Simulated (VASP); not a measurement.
# CuI (Marshite) (F-43m) in VASP: notebook

One crystal, CuI (Marshite), is run at these levels: HSE06, PBE; tasks: single point.

Everything below comes from runs of VASP 6.6.1. Logs are shortened: lines on timing, memory, paths and dates and some standing lists are left out, and cuts for length are marked.

## (1) The crystal as given

The structure is cubic, space group F-43m (No. 216). Conventional cell: a = 6.063 Å, b = 6.063 Å, c = 6.063 Å, α = 90.00°, β = 90.00°, γ = 90.00°. Cu (site symmetry -43m) has 4 I at 2.63 Å as nearest neighbours. I (site symmetry -43m) has 4 Cu at 2.63 Å as nearest neighbours.

## (2) Single point, HSE06

Contents of POSCAR:

```
CuI
1.0
    0.0000000000      3.0315000000      3.0315000000
    3.0315000000      0.0000000000      3.0315000000
    3.0315000000      3.0315000000      0.0000000000
Cu I
1 1
Direct
    0.2500000000      0.2500000000      0.2500000000
    0.0000000000      0.0000000000      0.0000000000
```

Contents of INCAR.step1:

```
ALGO = Normal ; EDIFF = 1E-5
ENCUT = 520 ; GGA = PE
ISIF = 2 ; ISMEAR = 0
LASPH = True ; LCHARG = False
LREAL = False ; LWAVE = True
NBANDS = 16 ; NELM = 100
PREC = Accurate ; SIGMA = 0.01
```

Contents of INCAR.step2:

```
ALGO = Normal ; EDIFF = 1E-7
ENCUT = 520 ; GGA = PE
HFSCREEN = 0.2079 ; ISIF = 2
ISMEAR = 0 ; ISTART = 1
LASPH = True ; LCHARG = False
LHFCALC = True ; LREAL = False
LWAVE = False ; NBANDS = 16
NELM = 100 ; PREC = Accurate
PRECFOCK = Normal ; SIGMA = 0.01
```

Contents of KPOINTS:

```
k-points
0
Gamma
  3 3 3
```

Potentials or basis: VASP PAW PBE potentials, release 64 (Cu, I).

Run with:

```sh
$ cat potpaw_PBE.64/Cu/POTCAR potpaw_PBE.64/I/POTCAR > POTCAR
$ cp INCAR.step1 INCAR
$ mpirun -np 1 vasp_std > vasp.out
$ cp INCAR.step2 INCAR
$ mpirun -np 1 vasp_std > vasp.out
```

OUTCAR:

```text
EDIFF = 1E-7
   ENCUT = 520
   GGA = PE
   HFSCREEN = 0.2079
   ISIF = 2
   ISMEAR = 0
   ISTART = 1
   LASPH = True
   LHFCALC = True
   LREAL = False
   NELM = 100
   PREC = Accurate
   PRECFOCK = Normal

 ion  position               nearest neighbor table
   1  0.250  0.250  0.250-   2 2.63   2 2.63   2 2.63   2 2.63
   2  0.000  0.000  0.000-   1 2.63   1 2.63   1 2.63   1 2.63

  LATTYP: Found a face centered cubic cell.
 ALAT       =     6.0630000000

  Lattice vectors:

 A1 = (   0.0000000000,   3.0315000000,   3.0315000000)
 A2 = (   3.0315000000,   0.0000000000,   3.0315000000)
 A3 = (   3.0315000000,   3.0315000000,   0.0000000000)

Analysis of symmetry for initial positions (statically):
=====================================================================
 Subroutine PRICEL returns:
 Original cell was already a primitive cell.

 Routine SETGRP: Setting up the symmetry group for a
 face centered cubic supercell.

 Subroutine GETGRP returns: Found 24 space group operations
 (whereof 24 operations were pure point group operations)
 out of a pool of 48 trial point group operations.

The static configuration has the point symmetry T_d .

Analysis of symmetry for dynamics (positions and initial velocities):
=====================================================================
 Subroutine PRICEL returns:
 Original cell was already a primitive cell.

 Routine SETGRP: Setting up the symmetry group for a
 face centered cubic supercell.

 Subroutine GETGRP returns: Found 24 space group operations
 (whereof 24 operations were pure point group operations)
 out of a pool of 48 trial point group operations.

The dynamic configuration has the point symmetry T_d .

 Subroutine INISYM returns: Found 24 space group operations
 (whereof 24 operations are pure point group operations),
 and found     1 'primitive' translations

----------------------------------------------------------------------------------------

                                     Primitive cell

  volume of cell :      55.7189

  direct lattice vectors                    reciprocal lattice vectors
     0.000000000  3.031500000  3.031500000    -0.164934851  0.164934851  0.164934851
     3.031500000  0.000000000  3.031500000     0.164934851 -0.164934851  0.164934851
     3.031500000  3.031500000  0.000000000     0.164934851  0.164934851 -0.164934851

  length of vectors
     4.287188414  4.287188414  4.287188414     0.285675541  0.285675541  0.285675541

  position of ions in fractional coordinates (direct lattice)
     0.250000000  0.250000000  0.250000000
     0.000000000  0.000000000  0.000000000

  ion indices of the primitive-cell ions
   primitive index   ion index
                 1           1
                 2           2

----------------------------------------------------------------------------------------

 KPOINTS: k-points

Automatic generation of k-mesh.
 Grid dimensions read from file:
 generate k-points for:    3    3    3

 Generating k-lattice:

  Cartesian coordinates                     Fractional coordinates (reciprocal lattice)
    -0.054978284  0.054978284  0.054978284     0.333333333  0.000000000  0.000000000
     0.054978284 -0.054978284  0.054978284     0.000000000  0.333333333  0.000000000
     0.054978284  0.054978284 -0.054978284     0.000000000  0.000000000  0.333333333

  Length of vectors
     0.095225180  0.095225180  0.095225180

  Shift w.r.t. Gamma in fractional coordinates (k-lattice)
     0.000000000  0.000000000  0.000000000

 Subroutine IBZKPT returns following result:
 ===========================================

 Found      4 irreducible k-points:

 Following reciprocal coordinates:
            Coordinates               Weight
  0.000000  0.000000  0.000000      1.000000
  0.333333  0.000000  0.000000      8.000000
  0.333333  0.333333  0.000000      6.000000
 -0.333333  0.333333  0.000000     12.000000
   k-points           NKPTS =      4   k-points in BZ     NKDIM =     27   number of bands    NBANDS=     16
   number of dos      NEDOS =    301   number of ions     NIONS =      2
   total plane-waves  NPLWV =  32768
   dimension x,y,z NGX =    32 NGY =   32 NGZ =   32
   dimension x,y,z NGXF=    64 NGYF=   64 NGZF=   64
   ions per type =               1   1
   NGX,Y,Z   is equivalent  to a cutoff of  12.41, 12.41, 12.41 a.u.
   NGXF,Y,Z  is equivalent  to a cutoff of  24.82, 24.82, 24.82 a.u.
 SYSTEM =  unknown system
   PREC   = accura    normal or accurate (medium, high low for compatibility)
   ISTART =      1    job   : 0-new  1-cont  2-samecut
   ICHARG =      0    charge: 1-file 2-atom 10-const
   ISPIN  =      1    spin polarized calculation?
   LNONCOLLINEAR =      F non collinear calculations
   LSORBIT =      F    spin-orbit coupling
   LASPH  =      T    aspherical Exc in radial PAW
   ENCUT  =  520.0 eV  38.22 Ry    6.18 a.u.   7.97  7.97  7.97*2*pi/ulx,y,z
   NELM   =    100;   NELMIN=  2; NELMDL=  0     # of ELM steps
   EDIFF  = 0.1E-06   stopping-criterion for ELM
   LREAL  =      F    real-space projection
   EDIFFG = 0.1E-05   stopping-criterion for IOM
   NSW    =      0    number of steps for IOM
   IBRION =     -1    ionic relax: 0-MD 1-quasi-New 2-CG
   NFREE  =      0    steps in history (QN), initial steepest desc. (CG)
   ISIF   =      2    stress and relaxation
   ISYM   =      3    0-nonsym 1-usesym 2-fastsym
   POTIM  = 0.5000    time-step for ionic-motion
   TEBEG  =    0.0;   TEEND  =   0.0 temperature during run
   PSTRESS=    0.0 pullay stress
   NELECT =      18.0000    total number of electrons
   NUPDOWN=      -1.0000    fix difference up-down
   EMIN   =  10.00;   EMAX   =-10.00  energy-range for DOS
   EFERMI =   0.00;   METHOD = LEGACY
   ISMEAR =     0;   SIGMA  =   0.01  broadening in eV -4-tet -1-fermi 0-gaus
   EFERMI_NEDOS =   21; number of points for ismear=-14 and -15
   IALGO  =     38    algorithm
   IMIX   =      1    mixing-type and parameters
     AMIX     =   0.40;   BMIX     =  1.00
     AMIX_MAG =   1.60;   BMIX_MAG =  1.00
  volume/ion in A,a.u.               =      27.86       188.00
  Fermi-wavevector in a.u.,A,eV,Ry     =   1.123306  2.122741 17.168055  1.261816
  Thomas-Fermi vector in A             =   2.259971
   LORBIT       =      0    0 simple, 1 ext, 2 COOP (PROOUT), +10 PAW based schemes
   GGA     = PE    functional components
   LHFCALC =     T    Hartree Fock is set to
   PRECFOCK=normal    Normal, Fast or Accurate (Low or Medium for compatibility)
   ENCUT4O =  -1.0   cutoff for four orbital integrals eV
   NKREDX  =     1    reduce k-point grid by
   NKREDY  =     1    reduce k-point grid by
   NKREDZ  =     1    reduce k-point grid by
   AEXX    =    0.2500 exact exchange contribution
   HFSCREEN=    0.2079 screening length (either q_TF or 0.3 A-1)
   HFSCREENC=   0.2079 screening length for correlation (either q_TF or 0.3 A-1)
   ENCUTFOCK=  -1.0 apply spherical cutoff to Coloumb kernel
   IVDW    =     0    specifies the selected vdW correction
   LEPSILON=     F    determine dielectric tensor
   LRPA    =     F    only Hartree local field effects (RPA)
 non-spin polarized calculation
 Gauss-broadening in eV      SIGMA  =   0.01
  energy-cutoff  :      520.00
  volume of cell :       55.72
 maximum number of plane-waves:      1516
  NGX = 24; NGY = 24; NGZ = 24

 number of electron      18.0000015 magnetization

 Free energy of the ion-electron system (eV)
  ---------------------------------------------------
  ext. energy  EPLUGINS =         0.00000000
  ---------------------------------------------------
  free energy    TOTEN  =        -6.33309748 eV

  energy without entropy =       -6.33309748  energy(sigma->0) =       -6.33309748

 E-fermi :   3.5636     XC(G=0):  -7.3943

 val. band max:        3.4837366202   @ k =   0.0000   0.0000   0.0000
 cond. band min:       6.1146215136   @ k =   0.0000   0.0000   0.0000
 fundamental gap:      2.6308848934
 Fermi energy:         3.5635704850

 k-point     1 :       0.0000    0.0000    0.0000
  band No.  band energies     occupation
      1     -11.2081      2.00000
      2      -0.4922      2.00000
      3      -0.4922      2.00000
      4      -0.4922      2.00000
      5       1.0051      2.00000
      6       1.0051      2.00000
      7       3.4837      2.00000
      8       3.4837      2.00000
      9       3.4837      2.00000
     10       6.1146      0.00000
     11       9.8000      0.00000
     12       9.8000      0.00000
     13       9.8000      0.00000
     14      13.3843      0.00000
     15      14.5967      0.00000
     16      14.5967      0.00000

 k-point     2 :       0.3333    0.0000    0.0000
  band No.  band energies     occupation
      1     -10.7639      2.00000
      2      -1.5815      2.00000
      3      -0.4059      2.00000
      4      -0.4059      2.00000
      5       1.0045      2.00000
      6       1.0045      2.00000
      7       1.3978      2.00000
      8       2.8510      2.00000
      9       2.8510      2.00000
     10       7.2184      0.00000
     11      10.4022      0.00000
     12      10.4022      0.00000
     13      11.3932      0.00000
     14      13.6895      0.00000
     15      14.2388      0.00000
     16      14.2388      0.00000

 k-point     3 :       0.3333    0.3333    0.0000
  band No.  band energies     occupation
      1     -10.6144      2.00000
      2      -1.6528      2.00000
      3      -0.3598      2.00000
      4      -0.3598      2.00000
      5       0.9040      2.00000
      6       1.0647      2.00000
      7       1.6785      2.00000
      8       1.9720      2.00000
      9       1.9720      2.00000
     10       7.7247      0.00000
     11       8.1833      0.00000
     12      12.5789      0.00000
     13      12.9979      0.00000
     14      12.9980      0.00000
     15      15.6873      0.00000
     16      18.4986      0.00000

 k-point     4 :      -0.3333    0.3333    0.0000
  band No.  band energies     occupation
      1     -10.4382      2.00000
      2      -1.5082      2.00000
      3      -1.0604      2.00000
      4      -0.3147      2.00000
      5       0.8762      2.00000
      6       0.9960      2.00000
      7       1.2510      2.00000
      8       1.4826      2.00000
      9       2.1413      2.00000
     10       8.1499      0.00000
     11      10.2083      0.00000
     12      12.0219      0.00000
     13      12.2221      0.00000
     14      13.2376      0.00000
     15      14.3358      0.00000
     16      18.4412      0.00000

------------------------ aborting loop because EDIFF is reached ----------------------------------------

  FORCE on cell =-STRESS in cart. coord.  units (eV):
  Direction    XX          YY          ZZ          XY          YZ          ZX
  --------------------------------------------------------------------------------------
  -------------------------------------------------------------------------------------
  Total        0.4682985      0.4682985      0.4682985      0.0000000      0.0000000     -0.0000000
  in kB       13.4657520     13.4657520     13.4657520      0.0000000      0.0000000     -0.0000000
  external PRESSURE =      13.4657520 kB  Pullay stress =       0.0000000 kB

 VOLUME and BASIS-vectors are now :
 -----------------------------------------------------------------------------
  energy-cutoff  :      520.00
  volume of cell :       55.72
      direct lattice vectors                 reciprocal lattice vectors
     0.000000000  3.031500000  3.031500000    -0.164934851  0.164934851  0.164934851
     3.031500000  0.000000000  3.031500000     0.164934851 -0.164934851  0.164934851
     3.031500000  3.031500000  0.000000000     0.164934851  0.164934851 -0.164934851

 POSITION                                       TOTAL-FORCE (eV/Angst)
 -----------------------------------------------------------------------------------
      1.51575      1.51575      1.51575         0.000000     -0.000000      0.000000
      0.00000      0.00000      0.00000        -0.000000      0.000000     -0.000000
 -----------------------------------------------------------------------------------
    total drift:                                0.000368      0.000338      0.000200

  FREE ENERGIE OF THE ION-ELECTRON SYSTEM (eV)
  ---------------------------------------------------
  free  energy   TOTEN  =        -6.3330974765 eV

  energy  without entropy=       -6.3330974765  energy(sigma->0) =       -6.33309748
```

It took 69 s on 1 thread of Intel Xeon 6975P-C (Granite Rapids), shared host; peak memory 0.28 GiB.

What came out:

```
Free energy            : -6.3331 eV
Pressure               : 1.3 GPa
Band gap on the k mesh : 2.63 eV, direct
```

Levels at points of the mesh, in eV from the valence-band top:
| k point | band 5 | band 6 | band 7 | band 8 | band 9 | band 10 | band 11 | band 12 | band 13 | band 14 |
| --- | --- | --- | --- | --- | --- | --- | --- | --- | --- | --- |
| (0.00, 0.00, 0.00) | -2.48 | -2.48 | 0.00 | 0.00 | 0.00 | 2.63 | 6.32 | 6.32 | 6.32 | 9.90 |

Caveat: the k mesh is coarse (spacing up to 0.60 Å⁻¹), so the values aren't converged, least of all with exact exchange; the PAW data sets were made with another functional, which shifts forces and pressure a little; spin-orbit coupling is left out, which moves the levels of the heavy elements.

## (3) Single point, PBE

Contents of INCAR:

```
  PREC = Accurate
  ENCUT = 520
  EDIFF = 1E-6
  ISMEAR = 0
  SIGMA = 0.01
  LREAL = F
  LASPH = T
  NELM = 100
  ALGO = Normal
  ISIF = 2
  LWAVE = F
  LCHARG = F
  GGA = PE
  NBANDS = 16
```

Contents of KPOINTS:

```
Automatic mesh
0
Gamma
  3 3 3
```

POSCAR is that of step 2.

Potentials or basis: VASP PAW PBE potentials, release 64 (Cu, I).

Run with:

```sh
$ cat potpaw_PBE.64/Cu/POTCAR potpaw_PBE.64/I/POTCAR > POTCAR
$ mpirun -np 1 vasp_std > vasp.out
```

Run time: 4.2 s. Hardware: 1 thread of Intel Xeon 6975P-C (Granite Rapids), shared host; peak memory 0.17 GiB.

The run converged. Its results:

* Free energy: -5.4053 eV
* Pressure: 1.4 GPa
* Band gap on the k mesh: 1.14 eV, direct

Levels at points of the mesh, in eV from the valence-band top:
```tsv
k point	band 6	band 7	band 8	band 9	band 10	band 11	band 12	band 13
(0.00, 0.00, 0.00)	-1.88	0.00	0.00	0.00	1.14	4.86	4.86	4.86
```

Caveat: the k mesh is coarse (spacing up to 0.60 Å⁻¹), so the values aren't converged; spin-orbit coupling is left out, which moves the levels of the heavy elements. A hybrid or GW would open this gap; PBE tends to underestimate it.
